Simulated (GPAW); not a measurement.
**Input and output of a self-consistent single point for Sb₂Te₃ (R-3m, 5 atoms in the cell) (GPAW)**

Method: PBEsol, GPAW PAW datasets PBEsol (made by gpaw-setup) (plane waves; GPAW).

This input was run:

```python
from ase import Atoms
from ase.units import GPa
from gpaw import GPAW

atoms = Atoms(['Sb', 'Sb', 'Te', 'Te', 'Te'],
              cell=[[2.193708, 1.266538, 10.797967],
                    [-2.193708, 1.266538, 10.797967],
                    [0.000000, -2.533075, 10.797967]],
              scaled_positions=[[0.604200, 0.604200, 0.604200],
                                [0.395800, 0.395800, 0.395800],
                                [0.782543, 0.782543, 0.782543],
                                [0.217457, 0.217457, 0.217457],
                                [0.000000, 0.000000, 0.000000]],
              pbc=True)

calc = GPAW(mode={'name': 'pw', 'ecut': 600},
            xc='PBEsol',
            kpts=(7, 7, 7),
            occupations={'name': 'marzari-vanderbilt', 'width': 0.136},
            nbands=-6,
            convergence={'density': 1e-05, 'bands': -4},
            symmetry={'symmorphic': False, 'tolerance': 0.0005},
            maxiter=100,
            txt='-')

atoms.calc = calc

energy = atoms.get_potential_energy()
print('Energy (eV):', round(energy, 6))
forces = atoms.get_forces()
print('Forces (eV/Ang):')
print(forces.round(5))
stress = atoms.get_stress()
print('Stress (GPa, Voigt):', (stress / GPa).round(4))
```

Output, abridged:

```
Input parameters:
  convergence: {bands: -4,
                density: 1e-05}
  kpts: [7 7 7]
  maxiter: 100
  mode: {ecut: 600,
         name: pw}
  nbands: -6
  occupations: {name: marzari-vanderbilt,
                width: 0.136}
  symmetry: {symmorphic: False,
             tolerance: 0.0005}
  xc: PBEsol

species:
  Sb:
    name: Antimony
    Z: 51.0
    valence: 15
    core: 36
    charge: 0.0
    file: Sb.PBEsol.gz

    # Using partial waves for Sb as LCAO basis

  Te:
    name: Tellurium
    Z: 52.0
    valence: 6
    core: 46
    charge: 0.0
    file: Te.PBEsol.gz

    # Using partial waves for Te as LCAO basis

Reference energy: -906545.292659  # eV

Spin-paired calculation

Convergence criteria:
 Maximum [total energy] change in last 3 cyles: 0.0005 eV / valence electron
 Maximum integral of absolute [dens]ity change: 1e-05 electrons / valence electron
 Maximum integral of absolute [eigenst]ate change: 4e-08 eV^2 / valence electron
 Maximum number of scf [iter]ations: 100

Symmetries present (total): 12
Symmetries with fractional translations: 0
343 k-points: 7 x 7 x 7 Monkhorst-Pack grid
44 k-points in the irreducible part of the Brillouin zone
       k-points in crystal coordinates                weights
   0:     0.00000000    0.00000000    0.00000000          1/343
   1:     0.14285714    0.00000000   -0.14285714          6/343
   2:     0.14285714    0.00000000    0.00000000          6/343
   [... 7 lines left out ...]
          ...
  43:     0.42857143    0.42857143    0.42857143          2/343

Wave functions: Plane wave expansion
  Cutoff energy: 600.000 eV
  Number of coefficients (min, max): 5986, 6034
  Pulay-stress correction: 0.000000 eV/Ang^3 (de/decut=0.000000)

Occupation numbers: Marzari-Vanderbilt:
  width: 0.1360  # eV

Eigensolver

Densities:
  Coarse grid: 63*63*63 grid
  Fine grid: 126*126*126 grid
  Total Charge: 0.000000

Density mixing:
  Method: separate
  Backend: pulay
  Linear mixing parameter: 0.05
  old densities: 5
  Damping of long wavelength oscillations: 50

Hamiltonian:
  XC and Coulomb potentials evaluated on a 126*126*126 grid
  External potential:
    NoExternalPotential

XC parameters: PBEsol with 2 nearest neighbor stencil

Number of atoms: 5
Number of atomic orbitals: 30
Number of bands in calculation: 30
Number of valence electrons: 48
Bands to converge: 26

Density initialized from atomic densities
  30 bands from LCAO basis set

Atomic positions and initial magnetic moments

Positions:
   0 Sb     0.000000    0.000001   19.572395    ( 0.0000,  0.0000,  0.0000)
   1 Sb    -0.000000    0.000000   12.821506    ( 0.0000,  0.0000,  0.0000)
   2 Te     0.000000    0.000001   25.349620    ( 0.0000,  0.0000,  0.0000)
   3 Te     0.000000    0.000000    7.044281    ( 0.0000,  0.0000,  0.0000)
   4 Te     0.000000    0.000000    0.000000    ( 0.0000,  0.0000,  0.0000)

Unit cell:
           periodic     x           y           z      points  spacing
  1. axis:    yes    2.193708    1.266538   10.797967    63     0.0599
  2. axis:    yes   -2.193708    1.266538   10.797967    63     0.0599
  3. axis:    yes    0.000000   -2.533075   10.797967    63     0.0599

  Lengths:  11.091103  11.091103  11.091103
  Angles:   22.815492  22.815492  22.815495

Effective grid spacing dv^(1/3) = 0.0896

     iter     time        total  log10-change:
                         energy   eigst   dens
iter:   1 --:--:--   -20.783300   +0.63
iter:   2 --:--:--   -20.877600   -0.22  -1.38
iter:   3 --:--:--   -20.809921   -1.14  -1.44
iter:   4 --:--:--   -20.813134   -1.62  -1.57
iter:   5 --:--:--   -20.810639c  -2.34  -1.78
iter:   6 --:--:--   -20.822284c  -2.82  -1.80
iter:   7 --:--:--   -20.777529   -2.83  -1.75
iter:   8 --:--:--   -20.775355   -3.65  -2.48
iter:   9 --:--:--   -20.774520c  -4.79  -2.68
iter:  10 --:--:--   -20.774207c  -4.68  -2.86
iter:  11 --:--:--   -20.774207c  -5.61  -3.32
iter:  12 --:--:--   -20.774204c  -6.23  -3.40
iter:  13 --:--:--   -20.774207c  -6.03  -3.49
iter:  14 --:--:--   -20.774197c  -6.57  -3.75
iter:  15 --:--:--   -20.774197c  -7.66c -4.21
iter:  16 --:--:--   -20.774196c  -8.08c -4.23
iter:  17 --:--:--   -20.774196c  -8.32c -4.34
iter:  18 --:--:--   -20.774196c  -8.39c -4.46
iter:  19 --:--:--   -20.774196c  -8.75c -4.53
iter:  20 --:--:--   -20.774196c  -8.61c -4.61
iter:  21 --:--:--   -20.774196c  -8.95c -4.75
iter:  22 --:--:--   -20.774196c  -8.82c -4.82
iter:  23 --:--:--   -20.774196c  -9.49c -5.14c

Converged after 23 iterations.

Dipole moment: (0.000000, 0.000000, 0.000000) |e|*Ang

Energy contributions relative to reference atoms: (reference = -906545.292659)

Kinetic:         -1.111810
Potential:       -4.708560
External:        +0.000000
XC:             -15.721097
Entropy (-ST):   +0.002685
Local:           +0.764585
SIC:             +0.000000
--------------------------
Free energy:    -20.774196
Extrapolated:   -20.774196

Showing only first 2 kpts
 Kpt  Band  Eigenvalues  Occupancy
  0    22      3.81068    2.00000
  0    23      4.62332    1.08968
  0    24      4.88168    0.00309
  0    25      5.37910    0.00000

  1    22      4.26524    2.00606
  1    23      4.31544    2.02350
  1    24      5.29207    0.00000
  1    25      5.87084    0.00000

Fermi level: 4.65047

Gap: 0.258 eV
Transition (v -> c):
  (s=0, k=0, n=23, [0.00, 0.00, 0.00]) -> (s=0, k=0, n=24, [0.00, 0.00, 0.00])
No difference between direct/indirect transitions
Energy (eV): -20.774196

Forces in eV/Ang:
  0 Sb   -0.00000   -0.00000   -0.09565
  1 Sb    0.00000    0.00000    0.09565
  2 Te    0.00000   -0.00000   -0.42978
  3 Te    0.00000    0.00000    0.42978
  4 Te    0.00000    0.00000    0.00000

Stress tensor:
     0.025017     0.000000     0.000000
     0.000000     0.025017    -0.000000
     0.000000    -0.000000     0.025940
Stress (GPa, Voigt): [ 4.0081  4.0081  4.156  -0.      0.      0.    ]
```

The run converged in 23 iterations. GPAW prints stress with tension positive.

The starting cell comes from a database of computed structures (which also holds hypothetical and non-ambient phases and stackings), without a prior relaxation at this level. Its lattice was rescaled by a random factor within 2.5 % of one. Spin-orbit coupling is off. With a pressure of about -4 GPa the cell is away from its equilibrium volume at this level. The run gives no clean gap (levels at the Fermi energy touch, overlap or are partly filled at this smearing), which alone does not show that the compound is a metal. The log's line on a gap gives a spacing of levels on this mesh, which the program prints for metals too.

Cost on one core of a shared machine: roughly 20 min.
